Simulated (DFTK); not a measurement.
A run of DFTK 0.8.2 is set up as follows.

Contents of run.jl:

```julia
using DFTK
using PseudoPotentialData
using Unitful, UnitfulAtomic
using LinearAlgebra, Printf
include("save.jl")
disable_threading()

# lattice vectors are the columns
lattice = austrip(1u"Å") * [           0.0        3.15085        3.15085;
                  3.15085            0.0        3.15085;
                  3.15085        3.15085            0.0]
symbols   = [:Te, :Sn]
positions = [[0.5, 0.5, 0.5],
             [0.0, 0.0, 0.0]]
pseudopotentials = PseudoFamily("dojo.nc.sr.pbe.v0_4_1.standard.upf")
elements = Dict(s => ElementPsp(s, pseudopotentials) for s in unique(symbols))
atoms    = [elements[s] for s in symbols]

build_model(lattice, positions; symmetries=true) =
    model_DFT(lattice, atoms, positions;
              functionals=PBE(),
              temperature=austrip(0.05u"eV"),
              smearing=Smearing.FermiDirac(),
              symmetries)
Ecut  = 40.0  # hartree
kgrid = [7, 7, 7]
tol   = 1e-6
to_GPa = ustrip(uconvert(u"GPa", 1u"hartree/bohr^3"))

model = build_model(lattice, positions)
basis = PlaneWaveBasis(model; Ecut, kgrid)
display(basis)
scfres = self_consistent_field(basis;
                               tol,
                               nbandsalg=AdaptiveBands(model; n_bands_converge=20))
display(scfres.energies)
@printf "Fermi level: %.6f eV\n" ustrip(auconvert(u"eV", something(scfres.εF, NaN)))
forces = compute_forces_cart(scfres)
println("Forces (eV/Å)")
for (s, f) in zip(symbols, forces)
    @printf "%-3s %12.6f %12.6f %12.6f\n" s ustrip.(auconvert.(u"eV/Å", f))...
end
stress = compute_stresses_cart(scfres)
println("Stress (GPa)")
display(round.(stress * to_GPa; digits=4))
println("Levels at the first k-point (eV): ", round.(ustrip.(auconvert.(u"eV", scfres.eigenvalues[1][1:scfres.n_bands_converge])); digits=4))
save_scf!(scfres; forces, stress)
```

Potentials or basis: dojo.nc.sr.pbe.v0_4_1.standard.upf (PBE).

Run with:

```sh
$ julia --threads=1 run.jl  # save.jl only writes the numbers to a file and isn't shown; printed stress counts tension as positive; times include loading and compiling
```

Q: What does it give for the pressure?

A: 2.3 GPa.

Caveat: this odd mesh misses L, where the gap lies, so gap, dielectric constants and Born charges aren't listed. Spin-orbit coupling is left out, which matters for the levels of Te.
